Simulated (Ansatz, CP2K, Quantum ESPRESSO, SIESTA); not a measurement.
**Tc: 5 runs at one level of theory**

```
CELL_PARAMETERS angstrom
2.74000 0.00000 0.00000
-1.37000 2.37291 0.00000
0.00000 0.00000 4.39800
ATOMIC_POSITIONS crystal
Tc 0.66667 0.33333 0.75000
Tc 0.33333 0.66667 0.25000
```

Alike in all runs: task band structure; functional LDA; k mesh 11 × 11 × 6; occupations fermi-dirac, width 0.05 eV; no spin polarisation; no spin-orbit coupling. LDA stands for any of its common fits. Pressure is positive in compression and, in plane waves, holds the error of the finite cutoff.

```tsv
program and potentials	plane-wave cutoff (eV)	notes	pressure (GPa)
CP2K, POTENTIAL_UZH Tc GTH-PBE-q15; TZVP-MOLOPT-PBE-GTH basis	-	atomic basis; potentials made for PBE	-6.90
SIESTA, files PseudoDojo sr-lda-0.4.1-standard, DZP (energy shift 0.003 Ry; two zetas on semicore shells)	-	atomic basis	-7.36
Quantum ESPRESSO, PseudoDojo 0.4.1 SR LDA standard	1197	-	-11.50
CP2K, GTH_POTENTIALS Tc GTH-PADE-q15; TZVP-MOLOPT-PBE-GTH basis	-	atomic basis	-8.75
Ansatz, all-electron LAPW, scalar-relativistic	-	-	-11.89
```

The pressure spans -11.89 (Ansatz, all-electron LAPW, scalar-relativistic) to -6.90 GPa (CP2K, POTENTIAL_UZH Tc GTH-PBE-q15; TZVP-MOLOPT-PBE-GTH basis), with all-electron results at -11.89. Rows in atomic bases carry the error of their basis and grid, which can be large.

The functional is the same throughout but for its coding, so the spread measures potentials, basis and numerics; runs on potential files found faulty are left out.
